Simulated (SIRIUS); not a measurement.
Eu under changes of volume

One of the cells (48.859 Å³/atom); the others are scaled copies at fixed shape and fractional positions:

```xyz
1
Lattice="-2.3030 2.3030 2.3030 2.3030 -2.3030 2.3030 2.3030 2.3030 -2.3030" Properties=species:S:1:pos:R:3 pbc="T T T"
Eu    0.0000    0.0000    0.0000
```

```yaml
Program: SIRIUS 7.12.0
Functional: AM05
Potentials_or_basis: all-electron FP-LAPW
Cutoff: 168 eV
Basis: apw+lo standard
k_mesh: 8 × 8 × 8
Occupations: fermi-dirac, width 0.05 eV
Spin: collinear spin, ferromagnetic start
Starting_moments: "[7.0] μB"
```

| volume (Å³/atom) | energy over the lowest point (meV/atom) | moment (μB per cell) |
| --- | --- | --- |
| 45.927 | 0.00 | 7.40 |
| 46.904 | 10.74 | 7.42 |
| 47.882 | 23.03 | 7.43 |
| 48.859 | 36.07 | 7.43 |
| 49.836 | 49.57 | 7.44 |
| 50.813 | 64.05 | 7.44 |
| 51.790 | ? | ? |

Question: What does the run at 51.790 Å³/atom give?

Answer: Energy over the lowest point 79.46 meV/atom; moment 7.45 μB per cell.

Worked out: A Birch-Murnaghan fit of order 3 (a polynomial in V^(-2/3)) to the other rows has no minimum within the range. It gives 78.67 meV/atom at 51.790 Å³/atom, against the run's 79.46. A parabola through the other rows of the moment, of slope -0.00519 μB per Å³/atom there, extrapolates to 7.44 μB, against the run's 7.45.

Energies are extrapolated to zero smearing.
